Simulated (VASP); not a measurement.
A calculation with VASP 6.6.1 of Pt (ASE script, structure typed inline):

run.py

```python
from ase import Atoms
from ase.calculators.vasp import Vasp
from ase.dft.bandgap import bandgap

atoms = Atoms(
    ['Pt'],
    cell=[[0.0, 1.9609, 1.9609], [1.9609, 0.0, 1.9609], [1.9609, 1.9609, 0.0]],
    scaled_positions=[[0.0, 0.0, 0.0]],
    pbc=True,
)
calc = Vasp(
    directory='calc',
    xc='pbesol',
    pp='PBE',
    setups='recommended',
    prec='Accurate',
    encut=520,
    ediff=1e-06,
    ismear=0,
    sigma=0.02,
    lreal=False,
    lasph=True,
    nelm=100,
    algo='Fast',
    isif=2,
    lwave=False,
    lcharg=True,
    lelf=True,
    lvhar=True,
    kpts=[12, 12, 12],
    gamma=True,
    nbands=11,
)
atoms.calc = calc

print('energy (eV):', atoms.get_potential_energy())
print('free energy (eV):', atoms.get_potential_energy(force_consistent=True))
print('forces (eV/A):')
print(atoms.get_forces())
print('stress (eV/A^3, Voigt):', atoms.get_stress())
print('Fermi level (eV):', calc.get_fermi_level())
gap, top, bottom = bandgap(calc)
print('band gap (eV):', gap, 'from (spin, k, band)', top, 'to', bottom)
```

Potentials or basis: VASP PAW PBE potentials, release 64 (Pt).

The run is started by

```bash
$ python run.py
```

Problem. Write the same calculation in another form: native input, structure from a POSCAR.

Solution. As run:

Contents of INCAR:

```
SYSTEM = Pt
PREC     = Accurate       ! precision mode
ENCUT    = 520            ! plane-wave cutoff, eV
EDIFF    = 1E-7           ! SCF threshold, eV
ISMEAR   = 0              ! smearing method
SIGMA    = 0.02           ! smearing width, eV
LREAL    = .False.        ! projectors in reciprocal space
LASPH    = .True.         ! aspherical terms in the spheres
NELM     = 100            ! most SCF steps
ALGO     = Fast           ! electronic algorithm
ISIF     = 2              ! what is computed and relaxed
LWAVE    = .False.        ! write WAVECAR
LCHARG   = .True.         ! write CHGCAR
GGA      = PS             ! functional
LELF     = .True.         ! ELF
LVHAR    = .True.       
NBANDS   = 11             ! bands
```

The input KPOINTS:

```
Automatic mesh
0
Gamma
  12 12 12
  0 0 0
```

Contents of POSCAR:

```
Pt
2.7731
    0.000000000000      0.707114781292      0.707114781292
    0.707114781292      0.000000000000      0.707114781292
    0.707114781292      0.707114781292      0.000000000000
Pt
1
Direct
    0.0000000000      0.0000000000      0.0000000000
```

Potentials or basis: VASP PAW PBE potentials, release 64 (Pt).

Command:

```bash
$ cat potpaw_PBE.64/Pt/POTCAR > POTCAR
$ mpirun -np 1 vasp_std > vasp.out
```

Both were run:

|  | ASE script, structure typed inline | native input, structure from a POSCAR |
| --- | --- | --- |
| Pressure | -1.1 GPa | -1.1 GPa |
| Band gap on the k mesh | none (metal or under the smearing width) | none (metal or under the smearing width) |

Keys that steer only the numerical path or the files written may differ.

Caveat: the PAW data sets were made with another functional, which shifts forces and pressure a little.
